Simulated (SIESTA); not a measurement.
Runs of SIESTA 5.4.2 on LiCl. The structure is cubic, space group Fm-3m (No. 225). The conventional cell has a = 5.130 Å, b = 5.130 Å, c = 5.130 Å, α = 90.00°, β = 90.00°, γ = 90.00°. Cl (site symmetry m-3m) is surrounded by 6 Li at 2.56 Å. Li (site symmetry m-3m) is surrounded by 6 Cl at 2.56 Å. 

| level | potentials or basis | gap on the mesh (eV) | pressure (GPa) |
| --- | --- | --- | --- |
| WC | PseudoDojo 0.4 standard (PBEsol files), DZP (energy shift 0.003 Ry; two zetas on semicore shells) | (a) | -0.8 |
| AM05 | PseudoDojo 0.4 standard (PBEsol files), DZP (energy shift 0.003 Ry; two zetas on semicore shells) | 6.50 | (c) |
| PBEsol | PseudoDojo 0.4 standard (PBEsol files), DZP (energy shift 0.003 Ry; two zetas on semicore shells) | 6.38 | -0.9 |
| revPBE | PseudoDojo 0.4 standard (PBE files), DZP (energy shift 0.003 Ry; two zetas on semicore shells) | 6.72 | 2.4 |
| BLYP | PseudoDojo 0.4 standard (PBE files), DZP (energy shift 0.003 Ry; two zetas on semicore shells) | 6.71 | (d) |
| PW91 | PseudoDojo 0.4 standard (PBE files), DZP (energy shift 0.003 Ry; two zetas on semicore shells) | 6.55 | 0.7 |
| LDA | PseudoDojo 0.4 standard (LDA files), DZP (energy shift 0.003 Ry; two zetas on semicore shells) | (b) | -2.9 |
| RPBE | PseudoDojo 0.4 standard (PBE files), DZP (energy shift 0.003 Ry; two zetas on semicore shells) | 6.75 | 2.6 |

Alike in all rows: task single point; no spin polarisation; cell as given; k mesh 9 × 9 × 9; smearing fermi-dirac 0.05 eV; grid cutoff 800 Ry; energy shift 0.003 Ry.

Q: Fill in the values left out.

A: (a) 6.39; (b) 6.24; (c) 0.1; (d) 2.5.

Caveats: an odd mesh through Γ misses points on the zone boundary, where band edges often lie; the basis of atomic orbitals isn't converged, which shifts pressures, moduli and gaps; the potentials were made for another functional, which shifts forces and pressure (some runs).

Runs at the PBE level aren't shown here.
